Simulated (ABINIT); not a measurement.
# HfC (P1) in ABINIT: convergence with cutoff

Aim: find how far cutoff must go before the results for HfC settle, at LDA. This setting moves, with any that are tied to it; all else stays.

Program: ABINIT 10.8.3 (patched build). These are calculated values, not measurements. Logs are shortened: lines on timing, memory, paths and dates and some standing lists are left out, and cuts for length are marked. The log counts tension as positive stress, the text compression.

## (1) The cell of the first run

The typed cell holds 2 atoms: a = 3.288 Å, b = 3.288 Å, c = 3.288 Å, α = 60.00°, β = 60.00°, γ = 60.00°.

The cell isn't the ideal one: atoms moved at random, drawn with an rms of 0.05 Å.

## (2) With cutoff 7.5 Ha

run.abi reads:

```
pp_dirpath "./"
pseudos "Hf.LDA_PW-JTH.xml, C.LDA_PW-JTH.xml"

acell 3.2880465325 3.2880465325 3.2880465325 Angstrom
rprim
     0.0000000000     0.7071067812     0.7071067812
     0.7071067812     0.0000000000     0.7071067812
     0.7071067812     0.7071067812     0.0000000000
ntypat 2
znucl 72 6
natom 2
typat 1 2
xred
     0.4887240000     0.5083250000     0.4884190000
    -0.0098520000     0.0191000000    -0.0063350000
chkprim 0
chksymtnons 0
tolsym 1.0e-6

ecut 7.5
pawecutdg 52.4

kptopt 1
ngkpt 8 8 8
nshiftk 1
shiftk 0.0 0.0 0.0

ixc 7

nband 12
occopt 3
tsmear 0.1 eV

nstep 100
tolvrs 1.0e-9

iomode 3
prtwf 0
prtden 0
prteig 0
prtebands 0
enunit 1
```

Potentials or basis: JTH PAW LDA v2.0.

Started as:

```console
$ abinit run.abi > log 2>&1
```

It took 12 s on 1 thread of Arm Neoverse V2, shared host; peak memory 0.12 GiB.

Results (log left out):

- Free energy: -1524.8098 eV
- Largest force: 0.376 eV/Å
- Band gap on the k mesh: none (metal or under the smearing width)
- Valence electrons inside the program's atomic spheres: Hf 9.64; C 2.37

## (3) With cutoff 9.5 Ha

Edit run.abi of step 2 so:

```diff
@@ -19,3 +19,3 @@
 
-ecut 7.5
+ecut 9.5
 pawecutdg 52.4
```

Potentials or basis: JTH PAW LDA v2.0.

Started as:

```console
$ abinit run.abi > log 2>&1
```

Wall time 18 s (1 thread of Arm Neoverse V2, shared host); peak memory 0.13 GiB.

The run converged. Its results:

- Free energy: -1526.3496 eV
- Largest force: 0.355 eV/Å
- Band gap on the k mesh: none (metal or under the smearing width)
- Valence electrons inside the program's atomic spheres: Hf 9.62; C 2.40

## (4) With cutoff 11.5 Ha

Edit run.abi of step 3 so:

```diff
@@ -19,3 +19,3 @@
 
-ecut 9.5
+ecut 11.5
 pawecutdg 52.4
```

Started as:

```console
$ abinit run.abi > log 2>&1
```

Wall time 23 s (1 thread of Arm Neoverse V2, shared host); peak memory 0.14 GiB.

Results (log left out):

* Free energy: -1526.7715 eV
* Largest force: 0.344 eV/Å
* Band gap on the k mesh: none (metal or under the smearing width)
* Valence electrons inside the program's atomic spheres: Hf 9.62; C 2.40

## (5) With cutoff 13.5 Ha

Edit run.abi of step 4 so:

```diff
@@ -19,3 +19,3 @@
 
-ecut 11.5
+ecut 13.5
 pawecutdg 52.4
```

Started as:

```console
$ abinit run.abi > log 2>&1
```

Wall time 40 s (1 thread of Arm Neoverse V2, shared host); peak memory 0.15 GiB.

Results (log left out):

| Property | Result |
| --- | --- |
| Free energy | -1526.9588 eV |
| Largest force | 0.361 eV/Å |
| Band gap on the k mesh | none (metal or under the smearing width) |
| Valence electrons inside the program's atomic spheres | Hf 9.62; C 2.40 |

## (6) With cutoff 16 Ha

Edit run.abi of step 5 so:

```diff
@@ -19,3 +19,3 @@
 
-ecut 13.5
+ecut 16.0
 pawecutdg 52.4
```

Potentials or basis: JTH PAW LDA v2.0.

Started as:

```console
$ abinit run.abi > log 2>&1
```

Wall time 44 s (1 thread of Arm Neoverse V2, shared host); peak memory 0.16 GiB.

The run converged. Its results:

```yaml
Free_energy: -1527.0405 eV
Pressure: -12.7 GPa
Largest_force: 0.357 eV/Å
Band_gap_on_the_k_mesh: none (metal or under the smearing width)
Valence_electrons_inside_the_program's_atomic_spheres: Hf 9.62; C 2.40
```

## (7) With cutoff 19 Ha

Edit run.abi of step 6 so:

```diff
@@ -19,3 +19,3 @@
 
-ecut 16.0
+ecut 19.0
 pawecutdg 52.4
```

Started as:

```console
$ abinit run.abi > log 2>&1
```

It took 62 s on 1 thread of Arm Neoverse V2, shared host; peak memory 0.18 GiB.

Results (log left out):

```yaml
Free_energy: -1527.0515 eV
Pressure: -11.9 GPa
Largest_force: 0.357 eV/Å
Band_gap_on_the_k_mesh: none (metal or under the smearing width)
Valence_electrons_inside_the_program's_atomic_spheres: Hf 9.62; C 2.40
```

## (8) With cutoff 22 Ha

Edit run.abi of step 7 so:

```diff
@@ -19,3 +19,3 @@
 
-ecut 19.0
+ecut 22.0
 pawecutdg 52.4
```

Started as:

```console
$ abinit run.abi > log 2>&1
```

Run time: 81 s. Hardware: 1 thread of Arm Neoverse V2, shared host; peak memory 0.2 GiB.

Results (log left out):

```
Free energy                                           : -1527.0608 eV
Pressure                                              : -12.3 GPa
Largest force                                         : 0.358 eV/Å
Band gap on the k mesh                                : none (metal or under the smearing width)
Valence electrons inside the program's atomic spheres : Hf 9.62; C 2.40
```

## (9) With cutoff 25.5 Ha

Edit run.abi of step 8 so:

```diff
@@ -19,3 +19,3 @@
 
-ecut 22.0
+ecut 25.5
 pawecutdg 52.4
```

Potentials or basis: JTH PAW LDA v2.0.

Started as:

```console
$ abinit run.abi > log 2>&1
```

Run time: 87 s. Hardware: 1 thread of Arm Neoverse V2, shared host; peak memory 0.22 GiB.

Results (log left out):

| Quantity | Value |
| --- | --- |
| Free energy | -1527.0718 eV |
| Pressure | -12.1 GPa |
| Largest force | 0.357 eV/Å |
| Band gap on the k mesh | none (metal or under the smearing width) |
| Valence electrons inside the program's atomic spheres | Hf 9.62; C 2.40 |

## (10) With cutoff 30.5 Ha

Edit run.abi of step 9 so:

```diff
@@ -19,3 +19,3 @@
 
-ecut 25.5
+ecut 30.5
 pawecutdg 52.4
```

Potentials or basis: JTH PAW LDA v2.0.

Started as:

```console
$ abinit run.abi > log 2>&1
```

run.abo:

```text
.Version 10.8.3 of ABINIT
 Symmetries : space group P1 (#  1); Bravais aP (primitive triclinic)
================================================================================
 Values of the parameters that define the memory need of the present run
     intxc =       0    ionmov =       0      iscf =      17    lmnmax =      18
     lnmax =       6     mgfft =      32  mpssoang =       3    mqgrid =    3001
     natom =       2  nloc_mem =       2    nspden =       1   nspinor =       1
    nsppol =       1      nsym =       1    n1xccc =       1    ntypat =       2
    occopt =       3   xclevel =       1
       mpw =        1384          nfft =       32768          nkpt =         260
 PAW method is used; the additional fine FFT grid is defined by:
   mgfftf=        45    nfftf =     91125
================================================================================
================================================================================

--------------------------------------------------------------------------------
------------- Echo of variables that govern the present computation ------------
--------------------------------------------------------------------------------
 -outvars: echo values of preprocessed input variables --------
            acell      6.2135074357E+00  6.2135074357E+00  6.2135074357E+00 Bohr
              amu      1.78490000E+02  1.20110000E+01
          chkprim           0
      chksymtnons           0
             ecut      3.05000000E+01 Hartree
           enunit           1
                       outvar_i_n : Printing only first  50 k-points.
              ixc           7
                       outvar_i_n : Printing only first  50 k-points.
         kptrlatt        8    0    0      0    8    0      0    0    8
          kptrlen      4.97080595E+01
            natom           2
            nband          12
            ngfft          32      32      32
          ngfftdg          45      45      45
             nkpt         260
            nstep         100
             nsym           1
           ntypat           2
                       prtocc : prtvol=0, do not print more k-points.
           occopt           3
        pawecutdg      5.24000000E+01 Hartree
           prtden           0
        prtebands           0
           prteig           0
            prtwf           0
            rprim      0.0000000000E+00  7.0710678120E-01  7.0710678120E-01
                       7.0710678120E-01  0.0000000000E+00  7.0710678120E-01
                       7.0710678120E-01  7.0710678120E-01  0.0000000000E+00
          spgroup           1
           tolsym      1.00000000E-06
           tolvrs      1.00000000E-09
           tsmear      3.67493222E-03 Hartree
            typat      1  2
           useylm           1
                       outvars : Printing only first  50 k-points.
           xangst      2.3174298000E+00  2.2718574750E+00  2.3181389250E+00
                       2.9678625000E-02 -3.7634775001E-02  2.1501600000E-02
            xcart      4.3793076381E+00  4.2931884249E+00  4.3806476901E+00
                       5.6084473044E-02 -7.1119417561E-02  4.0632135269E-02
             xred      4.8872400000E-01  5.0832500000E-01  4.8841900000E-01
                      -9.8520000000E-03  1.9100000000E-02 -6.3350000000E-03
[... 123 lines left out ...]

 ----iterations are completed or convergence reached----

 Mean square residual over all n,k,spin=   39.013E-08; max=  32.451E-05
 reduced coordinates (array xred) for    2 atoms
       0.488724000000      0.508325000000      0.488419000000
      -0.009852000000      0.019100000000     -0.006335000000
 rms dE/dt=  3.3912E-02; max dE/dt=  4.0554E-02; dE/dt below (all hartree)
    1      -0.027214361766     -0.040556228527     -0.032635439546
    2       0.027190242011      0.040553597143      0.032644185522

 cartesian coordinates (angstrom) at end:
    1      2.31742980003179     2.27185747503117     2.31813892503180
    2      0.02967862500041    -0.03763477500052     0.02150160000029

 cartesian forces (hartree/bohr) at end:
    1      0.00523400911033     0.00219491344841     0.00399641482411
    2     -0.00523400911033    -0.00219491344841    -0.00399641482411
 frms,max,avg= 4.0076522E-03 5.2340091E-03  -1.720E-06  7.251E-07  2.020E-06 h/b

 cartesian forces (eV/Angstrom) at end:
    1      0.26914356982564     0.11286698752547     0.20550391288794
    2     -0.26914356982564    -0.11286698752547    -0.20550391288794
 frms,max,avg= 2.0608176E-01 2.6914357E-01  -8.846E-05  3.728E-05  1.039E-04 e/A
 length scales=  6.213507435666  6.213507435666  6.213507435666 bohr
              =  3.288046532500  3.288046532500  3.288046532500 angstroms
 Fermi (or HOMO) energy (eV) =   0.08173   Average Vxc (eV)= -12.64632
 Eigenvalues (   eV  ) for nkpt= 260  k points:
 kpt#   1, nband= 12, wtk=  0.00195, kpt=  0.0000  0.0000  0.0000 (reduced coord)
 -60.93194  -29.37825  -29.37823  -29.37817  -12.03160    0.93023    0.99725    1.08422
   1.46051    1.58167    1.67489    3.52225
 prteigrs : prtvol=0 or 1, do not print more k-points.

--- !EnergyTerms
iteration_state     : {dtset: 1, }
comment             : Components of total free energy in Hartree
kinetic             :  8.59367827885724E+00
hartree             :  5.79600881512302E+00
xc                  : -1.11051660073492E+01
Ewald energy        : -4.76886459831619E+01
psp_core            :  9.03882582248142E+00
local_psp           : -1.67296520431212E+00
PAW spherical_terms : -1.90803368606770E+01
internal            : -5.61186011390386E+01
'-kT*entropy'       : -3.96118711063831E-04
total_energy        : -5.61189972577497E+01
total_energy_eV     : -1.52707571011778E+03
...

--- !EnergyTermsDC
iteration_state     : {dtset: 1, }
comment             : '"Double-counting" decomposition of free energy'
band_energy         : -1.22880949650610E+01
Ewald energy        : -4.76886459831619E+01
psp_core            :  9.03882582248142E+00
xc_dc               : -1.06642570741963E+01
PAW spherical_terms :  5.48357376841250E+00
internal            : -5.61185984315253E+01
'-kT*entropy'       : -3.96118711063831E-04
total_energy_dc     : -5.61189945502363E+01
total_energy_dc_eV  : -1.52707563644258E+03
...

--- !EnergyTermsWithPAWCore
iteration_state     : {dtset: 1, }
comment             : 'Components of total free energy, including PAW core contributions'
Total energy        : -1.51073874795942E+04
Total energy DC     : -1.51073874768866E+04
Total energy (eV)   : -4.11092955874934E+05
Total energy DC (eV): -4.11092955801259E+05
...

 Cartesian components of stress tensor (hartree/bohr^3)
  sigma(1 1)=  4.01846785E-04  sigma(3 2)=  1.67699275E-06
  sigma(2 2)=  4.12762835E-04  sigma(3 1)=  4.19052685E-06
  sigma(3 3)=  4.07487315E-04  sigma(2 1)=  2.25665387E-06

-Cartesian components of stress tensor (GPa)         [Pressure= -1.1985E+01 GPa]
- sigma(1 1)=  1.18227406E+01  sigma(3 2)=  4.93388301E-02
- sigma(2 2)=  1.21439019E+01  sigma(3 1)=  1.23289557E-01
- sigma(3 3)=  1.19886907E+01  sigma(2 1)=  6.63930492E-02

== END DATASET(S) ==============================================================
================================================================================

 -outvars: echo values of variables after computation  --------
            acell      6.2135074357E+00  6.2135074357E+00  6.2135074357E+00 Bohr
           etotal     -5.6118994550E+01
            fcart      5.2340091103E-03  2.1949134484E-03  3.9964148241E-03
                      -5.2340091103E-03 -2.1949134484E-03 -3.9964148241E-03
            rprim      0.0000000000E+00  7.0710678120E-01  7.0710678120E-01
                       7.0710678120E-01  0.0000000000E+00  7.0710678120E-01
                       7.0710678120E-01  7.0710678120E-01  0.0000000000E+00
           strten      4.0184678521E-04  4.1276283452E-04  4.0748731505E-04
                       1.6769927489E-06  4.1905268531E-06  2.2566538732E-06
           xangst      2.3174298000E+00  2.2718574750E+00  2.3181389250E+00
                       2.9678625000E-02 -3.7634775001E-02  2.1501600000E-02
             xred      4.8872400000E-01  5.0832500000E-01  4.8841900000E-01
                      -9.8520000000E-03  1.9100000000E-02 -6.3350000000E-03
 Calculation completed.
```

Run time: 1.9 min. Hardware: 1 thread of Arm Neoverse V2, shared host; peak memory 0.26 GiB.

What came out:

```
Free energy                                           : -1527.0756 eV
Pressure                                              : -12.0 GPa
Largest force                                         : 0.357 eV/Å
Band gap on the k mesh                                : none (metal or under the smearing width)
Valence electrons inside the program's atomic spheres : Hf 9.62; C 2.40
```

## (11) Result

```csv
cutoff,"energy less the tightest run, at zero smearing (meV/atom)",largest force (eV/Å),SCF cycles,CPU time (s),peak memory (GiB)
7.5 Ha,1132.78,0.376,10,12,0.12
9.5 Ha,363.03,0.355,11,18,0.13
11.5 Ha,152.08,0.344,11,23,0.14
13.5 Ha,58.40,0.361,12,40,0.15
16 Ha,17.59,0.357,12,44,0.16
19 Ha,12.08,0.357,12,62,0.18
22 Ha,7.41,0.358,12,81,0.2
25.5 Ha,1.92,0.357,12,86,0.22
30.5 Ha,0.00,0.357,13,120,0.26
```

Against the tightest run, the largest force stays within 0.005 eV/Å from 13.5 Ha on. Not settled before the last step: the energy (to 1 meV/atom). The tightest run that finished is the yardstick and may itself not be fully converged.
